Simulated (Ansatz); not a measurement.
`C[C](C)[O]` (triplet). Charge 0, multiplicity 3. The geometry is a stationary point of PBE0-D4/def2-TZVP.

```xyz
10

C    -0.314   -0.131   -1.259
C    -0.566   -0.181    0.223
C     0.593    0.019    1.162
O    -1.652    0.467    0.590
H    -1.207   -0.416   -1.818
H    -0.014    0.876   -1.584
H     0.488   -0.830   -1.501
H     1.385   -0.681    0.894
H     0.296   -0.167    2.195
H     0.991    1.043    1.098
```

Problem. What is the dipole moment at r2SCAN/def2-TZVPP? (Best estimate.)

Solution. Ansatz gave: 1.81 D, with components (1.69, -0.22, -0.62) D in this frame, pointing from negative to positive charge.

Problem. And with PBE, B3LYP, ωB97M-V? (An estimate is asked.)

Solution. Computed: PBE 1.84 D, B3LYP 1.79 D, ωB97M-V 1.72 D.

Problem. Give the Mulliken charges with r2SCAN, B3LYP, PBE in def2-TZVPP. (Best estimate.)

Solution. Ansatz gave: 
```json
{"atom": "C1", "r2SCAN": "-0.10", "B3LYP": "-0.22", "PBE": "-0.22"}
{"atom": "C2", "r2SCAN": "0.07", "B3LYP": "0.08", "PBE": "0.05"}
{"atom": "C3", "r2SCAN": "-0.10", "B3LYP": "-0.22", "PBE": "-0.22"}
{"atom": "O4", "r2SCAN": "-0.19", "B3LYP": "-0.18", "PBE": "-0.16"}
{"atom": "H5", "r2SCAN": "0.07", "B3LYP": "0.10", "PBE": "0.11"}
{"atom": "H6", "r2SCAN": "0.04", "B3LYP": "0.08", "PBE": "0.08"}
{"atom": "H7", "r2SCAN": "0.05", "B3LYP": "0.08", "PBE": "0.09"}
{"atom": "H8", "r2SCAN": "0.05", "B3LYP": "0.08", "PBE": "0.09"}
{"atom": "H9", "r2SCAN": "0.07", "B3LYP": "0.10", "PBE": "0.11"}
{"atom": "H10", "r2SCAN": "0.04", "B3LYP": "0.08", "PBE": "0.08"}
```

B3LYP here is the variant with VWN-RPA as its local correlation; programs differ in this.
